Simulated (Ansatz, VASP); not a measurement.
**One calculation of Mg, two programs**

```
Mg
1.0
    -1.69247    1.69247    1.69247
     1.69247   -1.69247    1.69247
     1.69247    1.69247   -1.69247
Mg
1
Direct
  0.00000 0.00000 0.00000
```

Alike in both runs: task single point; functional PBEsol; k mesh 8 × 8 × 8; occupations gaussian, width 0.1 eV; no spin polarisation.

```csv
,VASP,Ansatz
version,VASP 6.6.1,Ansatz 0.2.0
potentials or method,"VASP PAW PBE potentials, release 64 (Mg)","scalar-relativistic, plane waves, PAW"
plane-wave cutoff (eV),520,420
valence electrons in the cell,2,10
```

```csv
,VASP,Ansatz,Ansatz less VASP
gap on the k mesh at the Fermi level (eV),none,none,-
pressure (GPa),7.0,7.0,-0.03
```

A gap of «none» marks a metal or a gap that the smearing closes. With one functional, cell and mesh, what is left measures potentials, basis and numerics. The two sets of potentials don't hold the same shells in valence.

Caveats: the PAW data sets were made with another functional, which shifts forces and pressure a little (VASP).
